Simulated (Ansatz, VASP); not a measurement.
# Two plane-wave programs on SrO

Contents of INCAR:

```
SYSTEM = SrO
PREC = Accurate
ENCUT = 520
EDIFF = 1E-6
ISMEAR = 0
SIGMA = 0.05
LREAL = .False.
LASPH = .True.
NELM = 80
ALGO = Normal
ISIF = 2
LWAVE = .False.
LCHARG = .False.
NBANDS = 24
```

The input KPOINTS:

```
regular mesh
0
Gamma
  9 9 4
  0 0 0
```

The input POSCAR:

```
SrO
1.0
    3.5532880902      0.0000000000      0.0000000000
   -1.7766440451      3.0772377531      0.0000000000
    0.0000000000      0.0000000000      6.2173039800
Sr O
2 2
Direct
    0.3333333333      0.6666666667      0.2500000000
    0.6666666667      0.3333333333      0.7500000000
    0.0000000000      0.0000000000      0.0201051775
    0.0000000000      0.0000000000      0.5201051775
```

Input for Ansatz:

```yaml
crystal:
  lattice:
    - [3.5532880902, 0.0, 0.0]
    - [-1.7766440451, 3.0772377531, 0.0]
    - [0.0, 0.0, 6.21730398]
  atoms:
    - { symbol: Sr, position: [0.3333333333, 0.6666666667, 0.25] }
    - { symbol: Sr, position: [0.6666666667, 0.3333333333, 0.75] }
    - { symbol: O, position: [0.0, 0.0, 0.0201051775] }
    - { symbol: O, position: [0.0, 0.0, 0.5201051775] }
basis:
  ecutwfc: 420
kpoints:
  mp_grid: { grid: [9, 9, 4] }
hamiltonian:
  xc: lda
scf:
  occupations: { method: gaussian, width: 0.05 }
output:
  forces: true
  stress: true
  eigenvalues: true
```

Change from the starting cell: all O atoms moved +0.125 Å, as atom 3 along Cartesian [0 0 1].

Alike in both runs: task single point; functional LDA; k mesh 9 × 9 × 4; occupations gaussian, width 0.05 eV; no spin polarisation.

```csv
,VASP,Ansatz
version,VASP 6.6.1,Ansatz 0.2.0
potentials or method,"VASP PAW LDA potentials, release 64 (Sr_sv, O)","scalar-relativistic, plane waves, PAW"
plane-wave cutoff (eV),520,420
valence electrons in the cell,32,32
```

Ansatz gave:

| Item | Value |
| --- | --- |
| gap on the k mesh at the Fermi level (eV) | 2.94 |
| least direct gap on the mesh (eV) | 2.94 |
| pressure (GPa) | -5.1 |
| largest component of the traceless stress (GPa) | 0.57 |
| rms of the force components (eV/Å) | 0.128 |

Q: Estimate VASP's values.

A: gap on the k mesh at the Fermi level (eV): 2.95; least direct gap on the mesh (eV): 2.95; pressure (GPa): -4.5; largest component of the traceless stress (GPa): 0.58; rms of the force components (eV/Å): 0.141.

Atom by atom the forces differ by 0.013 eV/Å (rms over components).

Caveats: an odd mesh through Γ misses points on the zone boundary, where band edges often lie.
